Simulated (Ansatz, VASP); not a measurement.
One calculation of Mo, two programs

The input INCAR:

```
  PREC = Accurate
  ENCUT = 520
  EDIFF = 1E-6
  ISMEAR = 0
  SIGMA = 0.15
  LREAL = F
  LASPH = T
  NELM = 100
  ALGO = Fast
  ISIF = 2
  LWAVE = F
  LCHARG = T
  GGA = PS
  LELF = T
  LVHAR = T
  NBANDS = 13
```

File KPOINTS:

```
Automatic mesh
0
Gamma
  18 18 18
```

File POSCAR:

```
Mo
1.0
    2.7355103972      0.0000000000      0.0000000000
   -1.3677551986      2.3690214963      0.0000000000
    0.0000000000      0.0000000000      2.6318361210
Mo
1
Direct
    0.0000000000      0.0000000000      0.5000000000
```

Input for Ansatz:

```yaml
crystal:
  lattice:
    - [2.7355103972, 0.0, 0.0]
    - [-1.3677551986, 2.3690214963, 0.0]
    - [0.0, 0.0, 2.631836121]
  atoms:
    - { symbol: Mo, position: [0.0, 0.0, 0.5] }
basis:
  ecutwfc: 420
kpoints:
  mp_grid: { grid: [18, 18, 18] }
hamiltonian:
  xc: pbesol
scf:
  occupations: { method: gaussian, width: 0.15 }
output:
  forces: true
  stress: true
  eigenvalues: true
```

Change from the starting cell: strain +0.000 along x and y, +0.030 along z, atoms carried along.

Alike in both runs: task single point; functional PBEsol; k mesh 18 × 18 × 18; occupations gaussian, width 0.15 eV; no spin polarisation.

|  | VASP | Ansatz |
| --- | --- | --- |
| version | VASP 6.6.1 | Ansatz 0.2.0 |
| potentials or method | VASP PAW PBE potentials, release 64 (Mo_sv) | scalar-relativistic, plane waves, PAW |
| plane-wave cutoff (eV) | 520 | 420 |
| valence electrons in the cell | 14 | 14 |

Ansatz gave:

| Item | Value |
| --- | --- |
| gap on the k mesh at the Fermi level (eV) | none |
| pressure (GPa) | -9.2 |
| largest component of the traceless stress (GPa) | 10.30 |

Which values does VASP return?

gap on the k mesh at the Fermi level (eV): none; pressure (GPa): -8.8; largest component of the traceless stress (GPa): 10.28.

A gap of «none» marks a metal or a gap that the smearing closes. With one functional, cell and mesh, what is left measures potentials, basis and numerics.

Caveats: the PAW data sets were made with another functional, which shifts forces and pressure a little (VASP).
